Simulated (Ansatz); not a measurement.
**Al2O3 under changes of volume**

One of the cells (11.946 Å³/atom); the others are scaled copies at fixed shape and fractional positions:

```
Al O
1.0
     3.01748    0.00000    0.00000
    -1.50874    2.61322    0.00000
     0.00000    0.00000    7.57464
Al O
2 3
Direct
  0.00000 0.00000 0.72205
  0.00000 0.00000 0.27795
  0.00000 0.00000 0.50000
  0.66667 0.33333 0.80055
  0.33333 0.66667 0.19945
```

Measurements of this composition are mostly on another form, of space group No. 167.

| Item | Value |
| --- | --- |
| Program | Ansatz 0.2.0 |
| Functional | PBEsol |
| Potentials or basis | all-electron LAPW, scalar-relativistic |
| Cutoff | 469 eV (chosen from the basis error) |
| Basis error allowed | 0.002 eV/atom |
| k mesh | 10 × 10 × 4 |
| Occupations | fermi-dirac, width 0.05 eV |
| Spin | no spin polarisation |

```csv
volume (Å³/atom),energy over the lowest point (meV/atom),pressure (GPa),gap on the mesh (eV),largest force (eV/Å)
11.229,9.44,7.1,2.68,0.468
11.468,1.91,3.1,2.53,0.250
11.707,0.00,-0.5,2.38,0.046
11.946,?,?,?,?
12.185,10.93,-6.6,2.10,0.354
12.424,22.83,-9.3,1.97,0.492
12.662,38.47,-11.6,1.84,0.646
```

Problem. What does the run at 11.946 Å³/atom give?

Solution. Energy over the lowest point 3.17 meV/atom; pressure -3.7 GPa; gap on the mesh 2.24 eV; largest force 0.205 eV/Å.

Worked out: A Birch-Murnaghan fit of order 3 (a polynomial in V^(-2/3)) to the other rows has its minimum at 11.67 Å³/atom with B0 = V·E''(V) = 168 GPa and B' = 3.9 at fixed shape and positions, which overstates the stiffness. It gives 3.16 meV/atom at 11.946 Å³/atom, against the run's 3.17, and -dE/dV = -3.7 GPa, against -3.7. A straight line through the other rows of the gap, of slope -7 eV per unit of ln V (its deformation potential), gives 2.24 eV, against the run's 2.24.

Energies are extrapolated to zero smearing.

A mesh can miss the band edges.
